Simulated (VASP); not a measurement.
# MgSi under changes of volume

One of the cells (16.933 Å³/atom); the others are scaled copies at fixed shape and fractional positions:

```
Si Mg
1.0
     2.90453    0.00000    0.00000
     0.00000    2.90453    0.00000
     0.00000    0.00000    4.01424
Si Mg
1 1
Direct
  0.50000 0.50000 0.50000
  0.00000 0.00000 0.00000
```

The cell comes from a database or a generator and needn't be the stable form of this composition.

```yaml
Program: VASP 6.6.1
Functional: r2SCAN
Potentials_or_basis: VASP PAW PBE potentials, release 64 (Si, Mg)
Cutoff: 520 eV
k_mesh: 8 × 8 × 6
Occupations: fermi-dirac, width 0.05 eV
Spin: no spin polarisation
```

| volume (Å³/atom) | energy over the lowest point (meV/atom) | pressure (GPa) |
| --- | --- | --- |
| 16.255 | 6.34 | 3.1 |
| 16.594 | 1.52 | 1.5 |
| 16.933 | 0.00 | 0.0 |
| 17.271 | 1.45 | -1.3 |
| 17.610 | ? | ? |

Problem. What does the run at 17.610 Å³/atom give?

Solution. Energy over the lowest point 5.57 meV/atom; pressure -2.5 GPa.

Worked out: A Birch-Murnaghan fit of order 2 (a polynomial in V^(-2/3)) to the other rows has its minimum at 16.93 Å³/atom with B0 = V·E''(V) = 70 GPa at fixed shape and positions, which overstates the stiffness. It gives 5.60 meV/atom at 17.610 Å³/atom, against the run's 5.57, and -dE/dV = -2.6 GPa, against -2.5.

Energies are extrapolated to zero smearing.

Caveats: the PAW data sets were made with another functional, which shifts forces and pressure a little.
